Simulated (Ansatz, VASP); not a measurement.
# One calculation of Al, two programs

INCAR

```
PREC = Accurate ; ENCUT = 520
EDIFF = 1E-7 ; ISMEAR = -1
SIGMA = 0.1 ; LREAL = F
LASPH = T ; NELM = 100
ALGO = Normal ; ISIF = 2
LWAVE = F ; LCHARG = F
GGA = PS ; NBANDS = 10
```

The input KPOINTS:

```
regular mesh
0
Gamma
  10 10 10
```

The input POSCAR:

```
Al
1.0
    0.0000000000      2.9568942135      2.9568942135
    2.9568942135      0.0000000000      2.9568942135
    2.9568942135      2.9568942135      0.0000000000
Al
2
Direct
    0.1250000000      0.1250000000      0.1250000000
    0.8750000000      0.8750000000      0.8750000000
```

Input for Ansatz:

```yaml
crystal:
  lattice:
    - [0.0, 2.9568942135, 2.9568942135]
    - [2.9568942135, 0.0, 2.9568942135]
    - [2.9568942135, 2.9568942135, 0.0]
  atoms:
    - { symbol: Al, position: [0.125, 0.125, 0.125] }
    - { symbol: Al, position: [0.875, 0.875, 0.875] }
hamiltonian:
  xc: pbesol
  pseudopotentials:
    kind: paw
    azcp:
      Al: "pseudopotentials/Al.paw.azcp"
basis:
  ecutwfc: 420
  fft_grid_basis: typed
kpoints:
  mp_grid: { grid: [10, 10, 10], shift: [0, 0, 0] }
magnetization:
  spin_polarized: false
scf:
  occupations: { method: fermi_dirac, width: 0.1 }
  lower_state_search: "off"
output:
  stress: true
  write_density: true
  write_potential: true
  elf: true
  volumetric_format: npy
```

Alike in both runs: task single point; functional PBEsol; k mesh 10 × 10 × 10; occupations fermi-dirac, width 0.1 eV; no spin polarisation.

```csv
,VASP,Ansatz
version,VASP 6.6.1,Ansatz 0.2.0
potentials or method,"VASP PAW PBE potentials, release 64 (Al)","plane waves (420 eV) with PAW, scalar-relativistic"
plane-wave cutoff (eV),520,420
valence electrons in the cell,6,6
```

|  | VASP | Ansatz | Ansatz less VASP |
| --- | --- | --- | --- |
| pressure (GPa) | 1.8 | 1.8 | -0.05 |

Ansatz warned: «pseudo_functional_mismatch».

Caveats: the PAW data sets were made with another functional, which shifts forces and pressure a little (VASP).
